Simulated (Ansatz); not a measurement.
# Dielectric response of KF (110) films, part 3 of 5

How well do thin rocksalt KF (110) films screen a perpendicular field?

Ansatz 0.2.0; plane-wave DFT, LDA, Ansatz PAW.

So far, distance between the outer atoms (Å): step 6 (response with the atoms held, 10 atoms, units 5) 6.92.

## 9. Response with the atoms relaxed, 10 atoms, units 5

This step: plane-wave DFT, LDA, Ansatz PAW; response to a field along the normal, atoms relaxed (Ansatz 0.2.0).

The two relaxed runs give the static response.

Numbers from this step:

```yaml
equivalent_conductor_thickness_p_eps_0ae: 8.429 Å
distance_between_the_outer_atoms: 6.917 Å
```

Local field over the applied field, running mean. From the potentials at -0.05 and 0.05 V/Å; running mean over 1.892 Å, taken twice. Local field over applied field against z:

```
z (Å)  local field over applied field
  4.5                           1.000
  5.0                           0.999
  5.5                           0.998
  6.0                           0.994
  6.5                           0.990
  7.0                           0.960
  7.5                           0.799
  8.0                           0.553
  8.5                           0.185
  9.0                         -0.0784
  9.5                          -0.111
 10.0                          0.0414
 10.5                           0.364
 11.0                           0.476
 11.5                           0.425
 12.0                           0.131
 12.5                         -0.0809
 13.0                         -0.0881
 13.5                          0.0818
 14.0                           0.399
 14.5                           0.479
 15.0                           0.390
 15.5                          0.0825
 16.0                          -0.103
 16.5                         -0.0922
 17.0                           0.134
 17.5                           0.513
 18.0                           0.771
 18.5                           0.945
 19.0                           0.991
 19.5                           0.993
 20.0                           0.998
 20.5                           0.999
 21.0                           1.000
```

The induced dipole is that of a conductor 8.43 Å thick.

## 10. Relaxing the film, 16 atoms, units 8

This step: plane-wave DFT, LDA, Ansatz PAW (Ansatz 0.2.0).

System of this step: KF (110), 8 units. The cell holds 16 atoms: 8 K and 8 F. Its edges and angles: a = 3.783 Å, b = 5.350 Å, c = 31.241 Å, α = 90.0°, β = 90.0°, γ = 90.0°. It derives from KF (rocksalt KF). Vacuum lies along c.

The next thickness, treated alike, so that differences show the interior and the faces cancel.

Input file input.yaml:

```yaml
crystal:
  lattice:
    - [3.78302128, 0.0, 0.0]
    - [0.0, 5.35, 0.0]
    - [0.0, 0.0, 31.2405744777]
  atoms:
    - { symbol: K, position: [0.5, 0.5, 0.2880868918] }
    - { symbol: F, position: [0.5, 0.0, 0.2880868918] }
    - { symbol: K, position: [0.0, 0.0, 0.3486334942] }
    - { symbol: F, position: [0.0, 0.5, 0.3486334942] }
    - { symbol: K, position: [0.5, 0.5, 0.4091800965] }
    - { symbol: F, position: [0.5, 0.0, 0.4091800965] }
    - { symbol: K, position: [0.0, 0.0, 0.4697266988] }
    - { symbol: F, position: [0.0, 0.5, 0.4697266988] }
    - { symbol: K, position: [0.5, 0.5, 0.5302733012] }
    - { symbol: F, position: [0.5, 0.0, 0.5302733012] }
    - { symbol: K, position: [0.0, 0.0, 0.5908199035] }
    - { symbol: F, position: [0.0, 0.5, 0.5908199035] }
    - { symbol: K, position: [0.5, 0.5, 0.6513665058] }
    - { symbol: F, position: [0.5, 0.0, 0.6513665058] }
    - { symbol: K, position: [0.0, 0.0, 0.7119131082] }
    - { symbol: F, position: [0.0, 0.5, 0.7119131082] }
kpoints:
  mp_grid: { grid: [8, 6, 1] }
hamiltonian:
  xc: lda
scf:
  occupations: { method: fixed }
  convergence: { dr2_threshold: 1.0e-09 }
efield:
  axis: 3
  dipole_correction: true
  ramp_position: 0.97
  ramp_width: 0.06
relax:
  f_tol: 0.003
  max_steps: 100
output:
  write_potential: true
  write_density: true
  volumetric_format: npy
```

Launch:

```sh
$ ansatz run input.yaml --threads 8 --pin off --max-ram 12288MiB --backend cpu --events-out ev --progress --plain --runs-dir out
```

Numbers of over 12 decimals in the logs are rounded to 6 here.

The program printed:

```text
[...]
Crystal: 16 atoms, lattice volume = 632.283 Å³
Basis set: ecut = 420 eV, 12293 PW (Γ)
Bands: 80, of which v1, the nominal top of the filled ones, is band 64 counted from 1 (63 counted from 0)
Symmetry: 4 space group operations
k-points: 20 of 48
[...]
- { symbol: K, position: [0.5, 0.5, 0.528196] }
    - { symbol: F, position: [0.5, 0.0, 0.529087] }
    - { symbol: K, position: [0.0, 0.0, 0.585003] }
    - { symbol: F, position: [0.0, 0.5, 0.583978] }
    - { symbol: K, position: [0.5, 0.5, 0.642634] }
    - { symbol: F, position: [0.5, 0.0, 0.643977] }
    - { symbol: K, position: [0.0, 0.0, 0.695887] }
    - { symbol: F, position: [0.0, 0.5, 0.694254] }
[key lines of the parts left out:]
SCF converged after 6 iterations
Free energy (F): -18340.753452 eV
Fermi energy:    -2.346116 eV
Dipole field:    D = -0.000004 V/Å  (p = -0.000014 e·Å, saw-weighted, corrected)
Work function:   Φ+ = 6.0086 eV   Φ− = 6.0085 eV
```

Elapsed: 68 s, on 8 threads of Arm Neoverse V2, shared host; peak memory 2.2 GiB; 8.9 min of CPU time.

Relaxation path:

```
step  energy less that of the first step (eV)  largest force component (eV/Å)
   1                                   0.0000                          0.4363
   2                                  -0.2342                          0.1772
   3                                  -0.3399                          0.0719
   4                                  -0.3730                          0.0783
   5                                  -0.3788                          0.0112
   6                                  -0.3789                          0.0012
```

The run keeps the 4 symmetry operations that it works with, so distortions that break them were not tested.

The atoms that moved most (Å):

```
atom     dx     dy      dz  length
  F2  0.000  0.000   0.552   0.552
 F16  0.000  0.000  -0.552   0.552
 K15  0.000  0.000  -0.501   0.501
  K1  0.000  0.000   0.501   0.501
  K3  0.000  0.000   0.273   0.273
 K13  0.000  0.000  -0.273   0.273
 F14  0.000  0.000  -0.231   0.231
  F4  0.000  0.000   0.231   0.231
```

The relaxation took 6 steps and lowered the energy by 0.38 eV; the largest force on the free atoms ends at 0.0012 eV/Å.

The gap is 4.99 eV, with the valence edge 6.01 eV and the conduction edge 1.02 eV under the upper vacuum level.

## 11. Single point on the relaxed film, 16 atoms, units 8

The next thickness, treated alike, so that differences show the interior and the faces cancel.

Input file input.yaml:

```yaml
crystal:
  lattice:
    - [3.78302128, 0.0, 0.0]
    - [0.0, 5.35, 0.0]
    - [0.0, 0.0, 31.2405744777]
  atoms:
    - { symbol: K, position: [0.5, 0.5, 0.3041121476] }
    - { symbol: F, position: [0.5, 0.0, 0.3057464856] }
    - { symbol: K, position: [0.0, 0.0, 0.3573664621] }
    - { symbol: F, position: [0.0, 0.5, 0.3560220955] }
    - { symbol: K, position: [0.5, 0.5, 0.4149965284] }
    - { symbol: F, position: [0.5, 0.0, 0.416022983] }
    - { symbol: K, position: [0.0, 0.0, 0.4718044952] }
    - { symbol: F, position: [0.0, 0.5, 0.4709132727] }
    - { symbol: K, position: [0.5, 0.5, 0.5281960058] }
    - { symbol: F, position: [0.5, 0.0, 0.5290872424] }
    - { symbol: K, position: [0.0, 0.0, 0.5850033876] }
    - { symbol: F, position: [0.0, 0.5, 0.5839776257] }
    - { symbol: K, position: [0.5, 0.5, 0.6426335618] }
    - { symbol: F, position: [0.5, 0.0, 0.643976966] }
    - { symbol: K, position: [0.0, 0.0, 0.6958870671] }
    - { symbol: F, position: [0.0, 0.5, 0.6942536737] }
kpoints:
  mp_grid: { grid: [8, 6, 1] }
hamiltonian:
  xc: lda
scf:
  occupations: { method: fixed }
  convergence: { dr2_threshold: 1.0e-09 }
efield:
  axis: 3
  dipole_correction: true
  ramp_position: 0.97
  ramp_width: 0.06
output:
  eigenvalues: true
  write_potential: true
  write_density: true
  volumetric_format: npy
  elf: true
```

The program printed:

```text
[...]
Crystal: 16 atoms, lattice volume = 632.283 Å³
Basis set: ecut = 420 eV, 12293 PW (Γ)
Bands: 80, of which v1, the nominal top of the filled ones, is band 64 counted from 1 (63 counted from 0)
Symmetry: 4 space group operations
k-points: 20 of 48
[...]
k-point 1: bands = [... 60 lower, -2.5044, -2.5013, -2.3525, -2.3519, 2.8148, 2.8459, 3.7550, 3.9930, ... 12 higher]
  k-point 2: bands = [... 60 lower, -2.5131, -2.5118, -2.3638, -2.3634, 3.2566, 3.2717, 4.2898, 4.5154, ... 12 higher]
  k-point 19: bands = [... 60 lower, -2.5461, -2.5461, -2.4047, -2.4047, 5.3544, 5.3545, 5.8758, 5.8759, ... 12 higher]
[key lines of the parts left out:]
SCF converged after 10 iterations
Free energy (F): -18340.753452 eV
Fermi energy:    -2.346103 eV
Dipole field:    D = -0.000004 V/Å  (p = -0.000013 e·Å, saw-weighted, corrected)
Work function:   Φ+ = 6.0085 eV   Φ− = 6.0084 eV
```

Run time: 18 s. Hardware: 8 threads; peak memory 2.5 GiB.

The gap is 4.99 eV, with the valence edge 6.01 eV and the conduction edge 1.02 eV under the upper vacuum level.

## 12. Single point, 16 atoms, units 8, field 0.1 V/Å

Edit input.yaml of step 11 so:

```diff
@@ -28,3 +28,3 @@
   occupations: { method: fixed }
-  convergence: { dr2_threshold: 1.0e-09 }
+  convergence: { dr2_threshold: 1.0e-10 }
 efield:
@@ -34,4 +34,4 @@
   ramp_width: 0.06
+  amplitude: 0.1
 output:
-  eigenvalues: true
   write_potential: true
@@ -39,2 +39 @@
   volumetric_format: npy
-  elf: true
```

The program printed:

```text
[...]
Crystal: 16 atoms, lattice volume = 632.283 Å³
Basis set: ecut = 420 eV, 12293 PW (Γ)
Bands: 80, of which v1, the nominal top of the filled ones, is band 64 counted from 1 (63 counted from 0)
Symmetry: 4 space group operations
k-points: 20 of 48
[...]
k-point 0: bands = [... 60 lower, -2.6307, -2.2211, -2.2045, -2.0604, 2.2436, 3.0324, 3.1887, 3.6279, ... 12 higher]
  k-point 1: bands = [... 60 lower, -2.6364, -2.3071, -2.2244, -2.0661, 2.4043, 3.2175, 3.3491, 3.8483, ... 12 higher]
  k-point 2: bands = [... 60 lower, -2.6477, -2.4985, -2.2341, -2.0775, 2.8287, 3.6716, 3.7936, 4.4480, ... 12 higher]
  k-point 19: bands = [... 60 lower, -2.6991, -2.5486, -2.2640, -2.1110, 4.9741, 5.5496, 5.6584, 5.7293, ... 12 higher]
[key lines of the parts left out:]
SCF converged after 12 iterations
Free energy (F): -18340.757695 eV
Fermi energy:    -2.060361 eV
Dipole field:    D = 0.024290 V/Å  (p = 0.084876 e·Å, saw-weighted, corrected)
```

Wall time 21 s (8 threads); peak memory 2.5 GiB.

The dipole is 0.0849 e·Å, and the gap on the mesh 4.304 eV.

## 13. Single point, 16 atoms, units 8, field -0.1 V/Å

Edit input.yaml of step 12 so:

```diff
@@ -34,3 +34,3 @@
   ramp_width: 0.06
-  amplitude: 0.1
+  amplitude: -0.1
 output:
```

The program printed:

```text
[...]
Crystal: 16 atoms, lattice volume = 632.283 Å³
Basis set: ecut = 420 eV, 12293 PW (Γ)
Bands: 80, of which v1, the nominal top of the filled ones, is band 64 counted from 1 (63 counted from 0)
Symmetry: 4 space group operations
k-points: 20 of 48
[...]
k-point 0: bands = [... 60 lower, -2.6306, -2.2211, -2.2046, -2.0604, 2.2436, 3.0325, 3.1896, 3.6280, ... 12 higher]
  k-point 1: bands = [... 60 lower, -2.6363, -2.3072, -2.2244, -2.0662, 2.4042, 3.2175, 3.3500, 3.8484, ... 12 higher]
  k-point 2: bands = [... 60 lower, -2.6476, -2.4986, -2.2342, -2.0776, 2.8286, 3.6717, 3.7945, 4.4481, ... 12 higher]
  k-point 19: bands = [... 60 lower, -2.6991, -2.5487, -2.2641, -2.1111, 4.9740, 5.5497, 5.6583, 5.7294, ... 12 higher]
[key lines of the parts left out:]
SCF converged after 12 iterations
Free energy (F): -18340.757698 eV
Fermi energy:    -2.060419 eV
Dipole field:    D = -0.024298 V/Å  (p = -0.084902 e·Å, saw-weighted, corrected)
```

The job ended after 20 s (8 threads; peak memory 2.5 GiB; 2.6 min of CPU time).

The dipole is -0.0849 e·Å, and the gap on the mesh 4.304 eV.

## 14. Response with the atoms held, 16 atoms, units 8

This step: plane-wave DFT, LDA, Ansatz PAW; response to a field along the normal, atoms held (Ansatz 0.2.0).

Local field over the applied field, running mean. From the potentials at -0.1 and 0.1 V/Å; running mean over 1.892 Å, taken twice. Local field over applied field against z:

```
z (Å)  local field over applied field
    5                           1.000
    6                           0.996
    7                           0.966
    8                           0.830
    9                           0.602
   10                           0.462
   11                           0.465
   12                           0.492
   13                           0.488
   14                           0.481
   15                           0.485
   16                           0.486
   17                           0.481
   18                           0.485
   19                           0.494
   20                           0.473
   21                           0.454
   22                           0.554
   23                           0.779
   24                           0.946
   25                           0.993
   26                           0.999
```

The induced dipole is that of a conductor 7.59 Å thick.

## 15. Relaxing the film, 24 atoms, units 12

This step: plane-wave DFT, LDA, Ansatz PAW (Ansatz 0.2.0).

System of this step: KF (110), 12 units. The cell holds 24 atoms: 12 K and 12 F. Cell: a = 3.783 Å, b = 5.350 Å, c = 38.807 Å, α = 90.0°, β = 90.0°, γ = 90.0°. It derives from KF (rocksalt KF). Vacuum lies along c.

The next thickness, treated alike, so that differences show the interior and the faces cancel.

Input file input.yaml:

```yaml
crystal:
  lattice:
    - [3.78302128, 0.0, 0.0]
    - [0.0, 5.35, 0.0]
    - [0.0, 0.0, 38.8066170364]
  atoms:
    - { symbol: K, position: [0.5, 0.5, 0.2319192109] }
    - { symbol: F, position: [0.5, 0.0, 0.2319192109] }
    - { symbol: K, position: [0.0, 0.0, 0.2806611725] }
    - { symbol: F, position: [0.0, 0.5, 0.2806611725] }
    - { symbol: K, position: [0.5, 0.5, 0.3294031342] }
    - { symbol: F, position: [0.5, 0.0, 0.3294031342] }
    - { symbol: K, position: [0.0, 0.0, 0.3781450959] }
    - { symbol: F, position: [0.0, 0.5, 0.3781450959] }
    - { symbol: K, position: [0.5, 0.5, 0.4268870575] }
    - { symbol: F, position: [0.5, 0.0, 0.4268870575] }
    - { symbol: K, position: [0.0, 0.0, 0.4756290192] }
    - { symbol: F, position: [0.0, 0.5, 0.4756290192] }
    - { symbol: K, position: [0.5, 0.5, 0.5243709808] }
    - { symbol: F, position: [0.5, 0.0, 0.5243709808] }
    - { symbol: K, position: [0.0, 0.0, 0.5731129425] }
    - { symbol: F, position: [0.0, 0.5, 0.5731129425] }
    - { symbol: K, position: [0.5, 0.5, 0.6218549041] }
    - { symbol: F, position: [0.5, 0.0, 0.6218549041] }
    - { symbol: K, position: [0.0, 0.0, 0.6705968658] }
    - { symbol: F, position: [0.0, 0.5, 0.6705968658] }
    - { symbol: K, position: [0.5, 0.5, 0.7193388275] }
    - { symbol: F, position: [0.5, 0.0, 0.7193388275] }
    - { symbol: K, position: [0.0, 0.0, 0.7680807891] }
    - { symbol: F, position: [0.0, 0.5, 0.7680807891] }
kpoints:
  mp_grid: { grid: [8, 6, 1] }
hamiltonian:
  xc: lda
scf:
  occupations: { method: fixed }
  convergence: { dr2_threshold: 1.0e-09 }
efield:
  axis: 3
  dipole_correction: true
  ramp_position: 0.97
  ramp_width: 0.06
relax:
  f_tol: 0.003
  max_steps: 100
output:
  write_potential: true
  write_density: true
  volumetric_format: npy
```

The program printed:

```text
[...]
Crystal: 24 atoms, lattice volume = 785.413 Å³
Basis set: ecut = 420 eV, 15329 PW (Γ)
Bands: 120, of which v1, the nominal top of the filled ones, is band 96 counted from 1 (95 counted from 0)
Symmetry: 4 space group operations
k-points: 20 of 48
[...]
- { symbol: K, position: [0.500000, 0.500000, 0.614053] }
    - { symbol: F, position: [0.500000, 0.0, 0.614532] }
    - { symbol: K, position: [0.0, 0.0, 0.659685] }
    - { symbol: F, position: [0.0, 0.500000, 0.659001] }
    - { symbol: K, position: [0.500000, 0.500000, 0.706159] }
    - { symbol: F, position: [0.500000, 0.0, 0.707162] }
    - { symbol: K, position: [0.0, 0.0, 0.748979] }
    - { symbol: F, position: [0.0, 0.500000, 0.747706] }
[key lines of the parts left out:]
SCF converged after 5 iterations
Free energy (F): -27511.789177 eV
Fermi energy:    -1.585245 eV
Dipole field:    D = -0.000003 V/Å  (p = -0.000015 e·Å, saw-weighted, corrected)
Work function:   Φ+ = 6.0107 eV   Φ− = 6.0106 eV
```

Wall time 3.3 min (8 threads); peak memory 3.8 GiB.

Step by step:

```
step  energy less that of the first step (eV)  largest force component (eV/Å)
   1                                   0.0000                          0.4348
   2                                  -0.2343                          0.1764
   3                                  -0.3495                          0.0806
   4                                  -0.4380                          0.0986
   5                                  -0.4815                          0.1061
   6                                  -0.4932                          0.0135
   7                                  -0.4935                          0.0036
   8                                  -0.4935                          0.0004
```

Forces are held to the 4 operations that the run works with; a distortion that breaks them can't arise in this run.

The atoms that moved most (Å):

```
atom     dx     dy      dz  length
  F2  0.000  0.000   0.791   0.791
 F24  0.000  0.000  -0.791   0.791
 K23  0.000  0.000  -0.741   0.741
  K1  0.000  0.000   0.741   0.741
  K3  0.000  0.000   0.511   0.511
 K21  0.000  0.000  -0.511   0.511
 F22  0.000  0.000  -0.473   0.473
  F4  0.000  0.000   0.473   0.473
```

The electron's electrostatic potential energy less the highest filled level oscillates, so the rows of the table below give means over windows of 1.72 Å about each position, cut where the curve ends. Its maxima inside the range that stand out by 2 % of the span (Å: eV): 11.6: 1.06, 13.2: 1.10, 14.9: 1.09, 16.8: 1.09, 18.5: 1.09, 20.3: 1.09, 22.0: 1.09, 23.9: 1.09, 25.6: 1.10, 27.2: 1.06. Its minima: 10.6: 0.149, 12.4: 0.929, 14.1: 0.648, 15.8: 0.721, 17.7: 0.714, 19.4: 0.699, 21.1: 0.714, 23.0: 0.721, 24.7: 0.648, 26.4: 0.929, 28.2: 0.149.

Running mean over 1.892 Å of the planar mean; the ramp of the sawtooth is left out. Electron's electrostatic potential energy less the highest filled level against z; means over each step:

z (Å), electron's electrostatic potential energy less the highest filled level (eV) and a bar from the least value:
```
     4.31       6.01 ##############################
     6.03       6.01 ##############################
     7.75       5.73 ############################
     9.47       1.87 #######
    11.19       0.67 
    12.91       0.99 ##
    14.63       0.87 #
    16.35       0.90 ##
    18.07       0.90 ##
    19.79       0.89 ##
    21.51       0.90 ##
    23.23       0.90 ##
    24.95       0.87 #
    26.67       0.99 ##
    28.39       0.61 
    30.11       3.91 ##################
    31.83       5.99 ##############################
    33.55       6.01 ##############################
    35.27       6.01 ##############################
```

The relaxation took 8 steps and lowered the energy by 0.49 eV; the largest force on the free atoms ends at 4.3e-4 eV/Å.

The gap is 5.00 eV, with the valence edge 6.01 eV and the conduction edge 1.01 eV under the upper vacuum level.

## 16. Comparing the runs

Times are for 8 threads of Arm Neoverse V2, shared host. The series side by side:

```
no.  units  gap by band count (eV)  ionisation energy, upper face (eV)  electron affinity, upper face (eV)     time  memory (GiB)
  1      5                   4.885                               5.983                               1.098     29 s           1.3
  2      8                   4.986                               6.009                               1.022     68 s           2.2
  3     12                   5.002                               6.011                               1.009  3.3 min           3.8
```

The valence density, planar mean (5) oscillates, so the rows of the table below give means over windows of 1.7 Å about each position, cut where the curve ends. Its maxima inside the range that stand out by 2 % of the span (Å: e/Å³): 9.4: 0.790, 10.9: 0.793, 12.8: 0.792, 14.6: 0.793, 16.2: 0.790. Its minima: 10.1: 0.222, 11.9: 0.154, 13.6: 0.154, 15.5: 0.222.

The runs together. Table of valence density, planar mean by z; means over each step:

```
z (Å)  5 (e/Å³)  8 (e/Å³)  12 (e/Å³)
 5.95    4.2e-5    2.5e-5     1.2e-5
 7.65    0.0155   0.00761    0.00309
 9.35     0.455     0.438      0.395
11.05     0.461     0.468      0.480
12.75     0.454     0.450      0.433
14.45     0.458     0.457      0.449
16.15     0.460     0.448      0.437
17.85    0.0204     0.452      0.439
19.55    5.2e-5     0.427      0.434
21.25         0     0.487      0.436
22.95         0    0.0858      0.428
24.65         0    1.8e-4      0.430
```

(Continued in part 4 of 5.)

[Logs are printed without paths, hosts, clocks, repeated set-up lines and the standing remarks that a program may print on its own settings, such as how far it seeks lower states.]

[Hosts, paths, dates, database ids (printed as entryN), source tags and the programs' standing remarks are cut or masked in the printed files.]

[Maps of the electrostatic potential energy from Ansatz leave out the sawtooth potential of an applied field or a dipole correction, so their vacuum need not be flat; planar profiles and work functions include it.]
